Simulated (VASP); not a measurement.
The system is SiC (Moissanite 3C).

```
CELL_PARAMETERS angstrom
0.00000 2.17900 2.17900
2.17900 0.00000 2.17900
2.17900 2.17900 0.00000
ATOMIC_POSITIONS crystal
Si 0.00000 0.00000 0.00000
C 0.75000 0.75000 0.75000
```

| Property | Result |
| --- | --- |
| Program | VASP 6.6.1 |
| Task | single point |
| Functional | PBE |
| Potentials or basis | VASP PAW PBE potentials, release 64 (Si, C) |
| Cutoff | 520 eV |
| k mesh | 10 × 10 × 10 |
| Occupations | fermi-dirac, width 0.05 eV |
| Spin | no spin polarisation |

On this cell: pressure 3.2 GPa; largest force zero by symmetry; band gap on the k mesh 1.36 eV, indirect (least direct gap 4.54 eV).

The same run follows on a disturbed copy (atoms moved at random, drawn with an rms of 0.05 Å):

```
Si C
1.0
     0.00000    2.17900    2.17900
     2.17900    0.00000    2.17900
     2.17900    2.17900    0.00000
Si C
1 1
Cartesian
  -0.0594 0.0440 -0.0032
  3.2400 3.3229 3.3296
```

What changes?

The energy moves by +25.7 meV/atom; pressure 3.8 GPa; largest force 1.452 eV/Å; band gap on the k mesh 1.03 eV, indirect (least direct gap 4.38 eV).

Forces on the atoms (eV/Å):
```
Si   0.646  0.340  1.255
C   -0.646 -0.340 -1.255
```

Stress tensor (GPa, compression positive):
```
3.99 4.29 1.28
4.29 4.15 2.23
1.28 2.23 3.40
```

A k mesh can miss the band edges.
